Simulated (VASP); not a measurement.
A run of VASP 6.6.1 is set up as follows.

Contents of INCAR:

```
ALGO = Normal
EDIFF = 1E-6
ENCUT = 520
GGA = PE
ISIF = 2
ISMEAR = 0
LASPH = T
LCHARG = F
LREAL = F
LWAVE = F
NBANDS = 11
NELM = 100
PREC = Accurate
SIGMA = 0.02
```

KPOINTS

```
k-points
0
Gamma
  12 12 12
```

POSCAR

```
BN
1.0
    1.3124517730      0.7577443844      3.4876816317
   -1.3124517730      0.7577443844      3.4876816317
    0.0000000000     -1.5154887690      3.4876816317
B N
1 1
Direct
    0.9848473125      0.9848473125      0.9848473125
    0.3475856875      0.3475856875      0.3475856875
```

Potentials or basis: VASP PAW PBE potentials, release 64 (B, N).

Run with:

```sh
$ cat potpaw_PBE.64/B/POTCAR potpaw_PBE.64/N/POTCAR > POTCAR
$ mpirun -np 1 vasp_std > vasp.out
```

(1) Estimate the pressure.

(2) Estimate the largest force.

(3) Predict the band gap on the k mesh.

## Answers

(1) -26.6 GPa.

(2) 4.076 eV/Å.

(3) 3.34 eV, indirect (least direct gap 4.00 eV).

Caveat: so large a pressure means that the cell lies far from this level's equilibrium, or that cutoff or potentials fall short; forces of over 1 eV/Å show positions far from the minimum, so gaps and moduli don't describe the material at rest.
